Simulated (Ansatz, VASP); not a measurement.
## Two plane-wave programs on BeS

```
Be S
1.0
     0.00000    2.41900    2.41900
     2.41900    0.00000    2.41900
     2.41900    2.41900    0.00000
Be S
1 1
Direct
  0.00000 0.00000 0.00000
  0.75000 0.75000 0.75000
```

Alike in both runs: functional PBEsol; k mesh 8 × 8 × 8; occupations gaussian, width 0.02 eV; no spin polarisation.

Ansatz relaxed the structure, and its values are those at the end. VASP's run is a single point on that final structure, the one shown.

|  | VASP | Ansatz |
| --- | --- | --- |
| version | VASP 6.6.1 | Ansatz 0.2.0 |
| potentials or method | VASP PAW PBE potentials, release 64 (Be, S) | scalar-relativistic, plane waves, PAW |
| plane-wave cutoff (eV) | 520 | 420 |
| valence electrons in the cell | 8 | 8 |

VASP gave:

| Item | Value |
| --- | --- |
| gap on the k mesh at the Fermi level (eV) | 2.91 |
| least direct gap on the mesh (eV) | 5.61 |
| pressure (GPa) | 0.2 |

Q: Estimate Ansatz's values.

A: gap on the k mesh at the Fermi level (eV): 2.91; least direct gap on the mesh (eV): 5.58; pressure (GPa): 0.0.

With one functional, cell and mesh, what is left measures potentials, basis and numerics.

Caveats: the PAW data sets were made with another functional, which shifts forces and pressure a little (VASP). PBEsol gaps usually lie below the measured ones, often by a third to a half. A k mesh can miss the band edges.
